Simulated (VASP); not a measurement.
AlAs:

```
CELL_PARAMETERS angstrom
0.00000 2.83040 2.83040
2.83040 0.00000 2.83040
2.83040 2.83040 0.00000
ATOMIC_POSITIONS crystal
Al 0.00000 0.00000 0.00000
As 0.25000 0.25000 0.25000
```

| Property | Result |
| --- | --- |
| Program | VASP 6.6.1 |
| Task | relaxation of cell and atoms |
| Functional | PBE |
| Potentials or basis | VASP PAW PBE potentials, release 64 (Al, As) |
| Cutoff | 700 eV |
| k mesh | 10 × 10 × 10 |
| Occupations | gaussian, width 0.02 eV |
| Spin | no spin polarisation |

At the start: pressure 2.8 GPa; volume 22.67 Å³/atom.

How do energy, volume and symmetry change on relaxing?

Over 3 steps the energy falls by 7.3 meV/atom and the volume is 23.55 Å³/atom (+3.9 %); space group F-43m (No. 216, to 0.05 Å).

Step by step:
| step | energy change (eV) | largest force (eV/Å) | pressure (GPa) | volume (Å³) |
| --- | --- | --- | --- | --- |
| 1 | 0.0000 | 0.0000 | 2.77 | 45.35 |
| 2 | -0.0114 | 0.0000 | -1.18 | 47.97 |
| 3 | -0.0146 | 0.0000 | 0.01 | 47.10 |

Final structure:
```xyz
2
Lattice="0.0000 2.8664 2.8664 2.8664 0.0000 2.8664 2.8664 2.8664 0.0000" Properties=species:S:1:pos:R:3 pbc="T T T"
Al    0.0000    0.0000    0.0000
As    1.4332    1.4332    1.4332
```
